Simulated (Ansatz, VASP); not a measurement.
# Ca: VASP beside Ansatz

INCAR

```
SYSTEM = Ca
PREC = Accurate ; ENCUT = 520
EDIFF = 1E-6 ; ISMEAR = -1
SIGMA = 0.1 ; LREAL = .FALSE.
LASPH = .TRUE. ; NELM = 80
ALGO = Normal ; ISIF = 2
LWAVE = .FALSE. ; LCHARG = .TRUE.
GGA = PE ; LELF = .TRUE.
LVHAR = .TRUE. ; NBANDS = 11
```

KPOINTS

```
regular mesh
0
G
  12 12 12
  0 0 0
```

File POSCAR:

```
Ca
1.0
    2.5951491859      0.0000000000      0.0000000000
    0.0000000000      2.5951491859      0.0000000000
    0.0000000000      0.0000000000      2.5951491859
Ca
1
Direct
    0.0000000000      0.0000000000      0.0000000000
```

Input for Ansatz:

```yaml
crystal:
  lattice:
    - [2.5951491859, 0.0, 0.0]
    - [0.0, 2.5951491859, 0.0]
    - [0.0, 0.0, 2.5951491859]
  atoms:
    - { symbol: Ca, position: [0.0, 0.0, 0.0] }
kpoints:
  mp_grid: { grid: [12, 12, 12] }
  band_path:
    path:
      - [0.0, 0.0, 0.0]
      - [0.0, 0.5, 0.0]
      - [0.5, 0.5, 0.0]
      - [0.0, 0.0, 0.0]
      - [0.5, 0.5, 0.5]
      - [0.0, 0.5, 0.0]
      - [0.5, 0.5, 0.5]
      - [0.5, 0.5, 0.0]
    npoints: 8
scf:
  occupations: { method: fermi_dirac, width: 0.1 }
hamiltonian:
  xc: pbe
  pseudopotentials: { kind: all_electron, lapw: { basis_error: 0.001 } }
output:
  forces: true
  stress: true
  eigenvalues: true
  populations: true
  dos: { projected: true, de: 0.2, e_range: [-14, 8] }
```

Change from the starting cell: volume scaled by 0.4, LAPW.

Alike in both runs: task single point; functional PBE; k mesh 12 × 12 × 12; occupations fermi-dirac, width 0.1 eV; no spin polarisation.

```csv
,VASP,Ansatz
version,VASP 6.6.1,Ansatz 0.2.0
potentials or method,"VASP PAW PBE potentials, release 64 (Ca_sv)","all-electron LAPW, scalar-relativistic"
plane-wave cutoff (eV),520,see its input
```

Ansatz gave:

- pressure (GPa): 45.6

**Question.** Estimate VASP's values.

**Answer.** Pressure (GPa): 46.4.

Ansatz ran all-electron here, so the differences hold the error of VASP's frozen core and of both bases.

Caveats: so large a pressure means that the cell lies far from this level's equilibrium, or that cutoff or potentials fall short (VASP).
